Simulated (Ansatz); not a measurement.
A run of Ansatz 0.2.0:

File input.yaml:

```yaml
crystal:
  lattice:
    - [4.1328681392, 0.0, 0.0]
    - [-2.0664340696, 3.5791687991, 0.0]
    - [0.0, 0.0, 5.008752]
  atoms:
    - { symbol: Ge, position: [0.3333333333, 0.6666666667, 0.75] }
    - { symbol: Ge, position: [0.6666666667, 0.3333333333, 0.25] }
    - { symbol: Fe, position: [0.3333333333, 0.6666666667, 0.25] }
    - { symbol: Fe, position: [0.6666666667, 0.3333333333, 0.75] }
    - { symbol: Fe, position: [0.0, 0.0, 0.5] }
    - { symbol: Fe, position: [0.0, 0.0, 0.0] }
hamiltonian:
  xc: pbesol
  pseudopotentials: { kind: paw }
kpoints:
  mp_grid: { grid: [8, 8, 6] }
scf:
  occupations: { method: fermi_dirac, width: 0.05 }
output:
  forces: true
  stress: true
  eigenvalues: true
  write_density: true
  write_potential: true
  elf: true
  volumetric_format: npy
```

Potentials or basis: Ansatz PAW.

Command:

```console
$ ansatz run input.yaml --threads 2 --pin off --max-ram 5632MiB --backend cpu --events-out ev --progress --plain --runs-dir out
```

Hardware: 2 threads of Arm Neoverse V2, with other jobs on the host.

Task: Estimate the wall time of this run.

Result: It took 7.1 s on 2 threads of Arm Neoverse V2 (shared host), peak memory 0.44 GiB. Counts: scf iterations 9, plane waves 1433, k points 40, bands 56.
